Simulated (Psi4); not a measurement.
**C4H8 (1-butene) at 4 levels**

We compute a comparison of 4 runs (B2PLYP/6-31G*, DSD-PBEP86/6-31G*, OMP2/6-31G*, MP3/6-31G*) of C4H8 (1-butene). 

Program for the calculation: Psi4 1.11.

## Step 1: The system as given

The species is C4H8 (12 atoms), meant as a singlet with charge 0. As SMILES, `C=CCC`. The C3–H8 distance was set to 1.423 Å, away from the relaxed value.

Bond lengths: C1–C2 1.325 Å, C2–C3 1.492 Å, C3–C4 1.525 Å, C1–H5 1.086 Å, C1–H6 1.084 Å, C2–H7 1.090 Å, C3–H9 1.097 Å, C4–H10 1.093 Å, C4–H11 1.092 Å, C4–H12 1.092 Å. Some angles: C1–C2–C3 125.3°, C2–C3–C4 112.5°, C1–C2–H7 118.9°, C3–C2–H7 115.8°, C2–C1–H5 121.3°, C2–C1–H6 121.7°, C2–C3–H9 109.0°, C4–C3–H9 108.9°, C3–C4–H10 111.1°, C3–C4–H11 110.9°. A long bond or contact: C3–H8 1.423 Å.

## Step 2: A single-point energy at B2PLYP/6-31G(d) (density fitting for correlation, spherical functions) (run 1)

The input, c4h8.xyz:

```xyz
12
C4H8
C      0.196107     1.881689     0.427022
C      0.626607     0.866389    -0.308078
C     -0.147093    -0.375811    -0.599278
C      0.557107    -1.631511    -0.097578
H     -0.793993     1.875889     0.873322
H      0.811807     2.754989     0.608522
H      1.628907     0.911789    -0.733478
H     -1.442300    -0.274800    -0.019600
H     -0.294093    -0.460211    -1.683178
H      1.552107    -1.727911    -0.540278
H      0.679107    -1.602311     0.987522
H     -0.009393    -2.530011    -0.352578
```

The input, run_ase.py:

```python
import numpy as np
from ase.calculators.psi4 import Psi4
from ase.io import read

atoms = read('c4h8.xyz')
calc = Psi4(atoms=atoms, method='b2plyp', basis='6-31G*', memory='1600MB', num_threads=1, charge=0, multiplicity=1, label='c4h8')
calc.psi4.set_options({'puream': True, 'e_convergence': 1e-09, 'd_convergence': 1e-08, 'scf_type': 'pk', 'dft_radial_points': 99, 'dft_spherical_points': 590, 'num_frozen_docc': 4})
atoms.calc = calc

print(f'energy: {atoms.get_potential_energy():.6f} eV')
```

Command:

```bash
$ python run_ase.py
```

c4h8.dat:

```text
[...]
  Running in c1 symmetry.
[...]
  Nuclear repulsion =  116.438711329188152
[...]
  Multiplicity = 1
[...]
  Nalpha       = 16
  Nbeta        = 16
[...]
    Number of basis functions: 72
[...]
   @RKS iter   1:  -156.60382858805610   -6.80149e-01   7.86711e-03 DIIS/ADIIS
[...]
   @RKS iter  12:  -156.79632874997739   -6.25278e-13   1.83127e-09 DIIS
[...]
    Orbital Energies [Eh]
    ---------------------
    Doubly Occupied:
       1A    -10.645882     2A    -10.618768     3A    -10.607166
       4A    -10.605061     5A     -0.911958     6A     -0.834340
       7A     -0.715449     8A     -0.623392     9A     -0.539173
      10A     -0.501343    11A     -0.486536    12A     -0.445084
      13A     -0.432532    14A     -0.395173    15A     -0.363209
      16A     -0.296320
[...]
  @RKS Final Energy:  -156.79632874997739
   => Energetics <=
    Nuclear Repulsion Energy =            116.4387113291881519
    One-Electron Energy =                -439.9533841378071202
    Two-Electron Energy =                 178.4983377706640795
    DFT Exchange-Correlation Energy =     -11.7799937120224900
    Empirical Dispersion Energy =           0.0000000000000000
    VV10 Nonlocal Energy =                  0.0000000000000000
    Total Energy =                       -156.7963287499773912
[...]
 Multipole Moments:
 ------------------------------------------------------------------------------------
     Multipole            Electronic (a.u.)      Nuclear  (a.u.)        Total (a.u.)
 ------------------------------------------------------------------------------------
 L = 1.  Multiply by 2.5417464519 to convert [e a0] to [Debye]
 Dipole X            :          0.4271115           -0.2675282            0.1595833
 Dipole Y            :          1.9222165           -2.0339815           -0.1117650
 Dipole Z            :         -0.3310085            0.2376464           -0.0933621
 Magnitude           :                                                    0.2160433
[...]
```

The script printed:

```text
energy: -4271.303278 eV
```

It took 15 s on 1 thread of Intel Xeon 6975P-C (Granite Rapids), shared host; peak memory 0.92 GiB.

## Step 3: The energy at DSD-PBEP86/6-31G(d) (density fitting for correlation, spherical functions) (run 2)

The input, run_ase.py:

```python
import numpy as np
from ase.calculators.psi4 import Psi4
from ase import Atoms

atoms = Atoms(['C', 'C', 'C', 'C', 'H', 'H', 'H', 'H', 'H', 'H', 'H', 'H'], positions=[
    [0.196107, 1.881689, 0.427022],
    [0.626607, 0.866389, -0.308078],
    [-0.147093, -0.375811, -0.599278],
    [0.557107, -1.631511, -0.097578],
    [-0.793993, 1.875889, 0.873322],
    [0.811807, 2.754989, 0.608522],
    [1.628907, 0.911789, -0.733478],
    [-1.442300, -0.274800, -0.019600],
    [-0.294093, -0.460211, -1.683178],
    [1.552107, -1.727911, -0.540278],
    [0.679107, -1.602311, 0.987522],
    [-0.009393, -2.530011, -0.352578],
])
calc = Psi4(atoms=atoms, method='dsd-pbep86', basis='6-31G*', memory='1600MB', num_threads=1, charge=0, multiplicity=1, label='psi4-calc', reference='rks')
calc.psi4.set_options({'puream': True, 'e_convergence': 1e-09, 'd_convergence': 1e-08, 'scf_type': 'pk', 'dft_radial_points': 99, 'dft_spherical_points': 590, 'num_frozen_docc': 4})
atoms.calc = calc

print(f'energy: {atoms.get_potential_energy():.6f} eV')
```

Command:

```bash
$ python run_ase.py
```

psi4-calc.dat:

```text
[...]
  Running in c1 symmetry.
[...]
  Nuclear repulsion =  116.438711329188152
[...]
  Multiplicity = 1
[...]
  Nalpha       = 16
  Nbeta        = 16
[...]
    Number of basis functions: 72
[...]
   @RKS iter   1:  -156.37459571961898   -7.85445e-01   6.35986e-03 ADIIS/DIIS
[...]
   @RKS iter  11:  -156.50711363406822   -4.49063e-12   5.34951e-09 DIIS
[...]
    Orbital Energies [Eh]
    ---------------------
    Doubly Occupied:
       1A    -10.887271     2A    -10.859825     3A    -10.846425
       4A    -10.845602     5A     -0.984416     6A     -0.901856
       7A     -0.774249     8A     -0.674929     9A     -0.584222
      10A     -0.544461    11A     -0.528204    12A     -0.484967
      13A     -0.471178    14A     -0.432195    15A     -0.396118
      16A     -0.326056
[...]
  @RKS Final Energy:  -156.50711363406822
   => Energetics <=
    Nuclear Repulsion Energy =            116.4387113291881519
    One-Electron Energy =                -439.7830721928391995
    Two-Electron Energy =                 173.8576373256454417
    DFT Exchange-Correlation Energy =      -7.0203900960626253
    Empirical Dispersion Energy =           0.0000000000000000
    VV10 Nonlocal Energy =                  0.0000000000000000
    Total Energy =                       -156.5071136340682187
[...]
 Multipole Moments:
 ------------------------------------------------------------------------------------
     Multipole            Electronic (a.u.)      Nuclear  (a.u.)        Total (a.u.)
 ------------------------------------------------------------------------------------
 L = 1.  Multiply by 2.5417464519 to convert [e a0] to [Debye]
 Dipole X            :          0.4270213           -0.2675282            0.1594931
 Dipole Y            :          1.9249004           -2.0339815           -0.1090811
 Dipole Z            :         -0.3278573            0.2376464           -0.0902108
 Magnitude           :                                                    0.2132481
[...]
```

The script printed:

```text
energy: -4266.262092 eV
```

Wall time 14 s (1 thread of Intel Xeon 6975P-C (Granite Rapids), shared host); peak memory 0.93 GiB.

## Step 4: The energy at OMP2/6-31G(d) (density fitting for correlation, spherical functions) (run 3)

The input, input.json:

```json
{
 "schema_name": "qcschema_input",
 "schema_version": 1,
 "molecule": {
  "schema_name": "qcschema_molecule",
  "schema_version": 2,
  "symbols": ["C", "C", "C", "C", "H", "H", "H", "H", "H", "H", "H", "H"],
  "geometry": [0.37058852, 3.55587686, 0.80695463, 1.18411562, 1.63723793, -0.58218305, -0.27796548, -0.71017986, -1.13247129, 1.05277965, -3.08310896, -0.1843957, -1.50042931, 3.54491645, 1.6503394, 1.5340929, 5.20617469, 1.14993992, 3.07818811, 1.72303149, -1.38607254, -2.72555199, -0.51929674, -0.03703863, -0.55575523, -0.86967275, -3.18074544, 2.93305715, -3.26527856, -1.02097745, 1.28332624, -3.02792896, 1.86614612, -0.0177502, -4.78102788, -0.66627586],
  "molecular_charge": 0,
  "molecular_multiplicity": 1,
  "fix_symmetry": "c1",
  "fix_com": true,
  "fix_orientation": true
 },
 "driver": "energy",
 "model": {
  "method": "omp2",
  "basis": "6-31G*"
 },
 "keywords": {
  "reference": "rhf",
  "puream": true,
  "e_convergence": 1e-09,
  "d_convergence": 1e-08,
  "scf_type": "pk",
  "num_frozen_docc": 4
 }
}
```

Command:

```bash
$ psi4 --qcschema input.json -n 1 --memory 1600MB
```

stdout:

```text
[...]
  Running in c1 symmetry.
[...]
  Nuclear repulsion =  116.438711393801285
[...]
  Multiplicity = 1
[...]
  Nalpha       = 16
  Nbeta        = 16
[...]
    Number of basis functions: 72
[...]
   @RHF iter   1:  -155.96238072274042   -9.26074e-01   5.14870e-03 DIIS/ADIIS
[...]
   @RHF iter  12:  -156.06306883789824   -9.94760e-13   2.85495e-09 DIIS
[...]
    Orbital Energies [Eh]
    ---------------------
    Doubly Occupied:
       1A    -11.257735     2A    -11.229046     3A    -11.215915
       4A    -11.215172     5A     -1.076639     6A     -0.987903
       7A     -0.848913     8A     -0.739871     9A     -0.639648
      10A     -0.597954    11A     -0.579576    12A     -0.535496
      13A     -0.519184    14A     -0.479697    15A     -0.436064
      16A     -0.357099
[...]
  @RHF Final Energy:  -156.06306883789824
   => Energetics <=
    Nuclear Repulsion Energy =            116.4387113938012845
    One-Electron Energy =                -439.5717339393446537
    Two-Electron Energy =                 167.0699537076451406
    Total Energy =                       -156.0630688378982427
[...]
 Multipole Moments:
 ------------------------------------------------------------------------------------
     Multipole            Electronic (a.u.)      Nuclear  (a.u.)        Total (a.u.)
 ------------------------------------------------------------------------------------
 L = 1.  Multiply by 2.5417464519 to convert [e a0] to [Debye]
 Dipole X            :        -17.8334066           18.0062875            0.1728809
 Dipole Y            :         -6.5127895            6.4098736           -0.1029159
 Dipole Z            :          8.0842834           -8.1772569           -0.0929735
 Magnitude           :                                                    0.2216384
[...]
	Warning: cc_lambda option is changed to TRUE
	For this residual convergence, default PCG convergence is:     1.00e-07
[...]
	DF-MP2 Total Energy (a.u.)         :  -156.57800907991003
[...]
	DF-MP2 Total Energy (a.u.)         :  -156.58356719163032
[...]
	DF-OMP2 Total Energy (a.u.)        :  -156.58356719163049
[...]
```

The result, in JSON:

```text
{
 "driver": "energy",
 "model": {
  "method": "omp2",
  "basis": "6-31G*"
 },
 "success": true,
 "return_result": -156.5835671916305,
 "properties": {
  "calcinfo_nbasis": 72,
  "calcinfo_nmo": 72,
  "calcinfo_nalpha": 16,
  "calcinfo_nbeta": 16,
  "calcinfo_natom": 12,
  "nuclear_repulsion_energy": 116.43871139380128,
  "return_energy": -156.5835671916305,
  "scf_one_electron_energy": -439.57173393934465,
  "scf_two_electron_energy": 167.06995370764514,
  "scf_dipole_moment": [0.17288093707520957, -0.10291590433384457, -0.09297353636915062],
  "scf_total_energy": -156.06306883789824,
  "scf_iterations": 12,
  "mp2_singles_energy": 0.0,
  "mp2_doubles_energy": -0.5149402420117858,
  "mp2_correlation_energy": -0.5149402420117895,
  "mp2_total_energy": -156.57800907991003
 }
}
```

Run time: 8.4 s. Hardware: 1 thread of Intel Xeon 6975P-C (Granite Rapids), shared host; peak memory 0.28 GiB.

## Step 5: The energy at MP3/6-31G(d) (spherical functions) (run 4)

c4h8.xyz is that of step 2.

The input, c4h8.py:

```python
import psi4

psi4.set_memory(1600000000)
psi4.set_num_threads(1)
psi4.set_output_file('c4h8.out', False)

with open('c4h8.xyz') as f:
    atoms = ''.join(f.readlines()[2:])
m = psi4.geometry('0 1\n' + atoms + 'symmetry c1\nno_reorient\nno_com')

options = {'basis': '6-31G*', 'puream': True, 'e_convergence': 1e-09, 'd_convergence': 1e-08, 'scf_type': 'pk', 'num_frozen_docc': 4, 'mp_type': 'conv'}
psi4.set_options(options)

e_tot, wfn = psi4.energy('mp3', molecule=m, return_wfn=True)
print(f'mp3 energy: {e_tot:.10f} Eh')
```

Command:

```bash
$ python c4h8.py
```

c4h8.out:

```text
[...]
  Running in c1 symmetry.
[...]
  Nuclear repulsion =  116.438711329188152
[...]
  Multiplicity = 1
[...]
  Nalpha       = 16
  Nbeta        = 16
[...]
    Number of basis functions: 72
[...]
   @RHF iter   1:  -155.96238072328745   -9.26074e-01   5.14870e-03 ADIIS/DIIS
[...]
   @RHF iter  12:  -156.06306883814830   -8.24230e-13   2.85495e-09 DIIS
[...]
    Orbital Energies [Eh]
    ---------------------
    Doubly Occupied:
       1A    -11.257735     2A    -11.229046     3A    -11.215915
       4A    -11.215172     5A     -1.076639     6A     -0.987903
       7A     -0.848913     8A     -0.739871     9A     -0.639648
      10A     -0.597954    11A     -0.579576    12A     -0.535496
      13A     -0.519184    14A     -0.479697    15A     -0.436064
      16A     -0.357099
[...]
  @RHF Final Energy:  -156.06306883814830
   => Energetics <=
    Nuclear Repulsion Energy =            116.4387113291881519
    One-Electron Energy =                -439.5717338143797406
    Two-Electron Energy =                 167.0699536470432918
    Total Energy =                       -156.0630688381482969
[...]
 Multipole Moments:
 ------------------------------------------------------------------------------------
     Multipole            Electronic (a.u.)      Nuclear  (a.u.)        Total (a.u.)
 ------------------------------------------------------------------------------------
 L = 1.  Multiply by 2.5417464519 to convert [e a0] to [Debye]
 Dipole X            :        -17.8334066           18.0062875            0.1728809
 Dipole Y            :         -6.5127894            6.4098735           -0.1029159
 Dipole Z            :          8.0842834           -8.1772569           -0.0929735
 Magnitude           :                                                    0.2216384
[...]
	SCS-MP2 Total Energy (a.u.)        :  -156.57769903522754
	SOS-MP2 Total Energy (a.u.)        :  -156.57736562975140
[...]
	SOS-PI-MP2 Total Energy (a.u.)     :  -156.61692692141315
[...]
	MP2 Total Energy (a.u.)            :  -156.57836584617982
[...]
	SCS-MP3 Total Energy (a.u.)        :  -156.58791443271176
[...]
	MP3 Total Energy (a.u.)            :  -156.61922743611672
[...]
```

On the terminal:

```text
mp3 energy: -156.6192274361 Eh
```

Wall time 3.9 s (1 thread of Intel Xeon 6975P-C (Granite Rapids), shared host); peak memory 0.39 GiB.

## Step 6: The series

```csv
run,level,integration grid,fitting correlation,energy (Eh),HOMO energy (eV),LUMO energy (eV),HOMO–LUMO gap (eV),wall time
1,"B2PLYP/6-31G* (density fitting for correlation, spherical functions)",99 radial × 590 angular,density fitting,-156.967502,-8.06,2.48,10.55,15 s
2,"DSD-PBEP86/6-31G* (density fitting for correlation, spherical functions)",99 radial × 590 angular,density fitting,-156.782241,-8.87,3.37,12.24,14 s
3,"OMP2/6-31G* (density fitting for correlation, spherical functions)",–,density fitting,-156.583567,-9.72,5.01,14.72,8.4 s
4,MP3/6-31G* (spherical functions),–,none,-156.619227,-9.72,5.01,14.72,3.9 s
```

## Step 7: Outcome

```
                                          quantity          value
                               run 4: total energy  -156.61923 Eh
        run 4: HOMO energy (Hartree–Fock orbitals)       -9.72 eV
        run 4: LUMO energy (Hartree–Fock orbitals)        5.01 eV
      run 4: HOMO–LUMO gap (Hartree–Fock orbitals)       14.72 eV
run 4: correlation energy (4 core orbitals frozen)     -556.2 mEh
```

Totals of different functionals can't be ranked against each other. All runs together took 41 s, the longest 15 s.
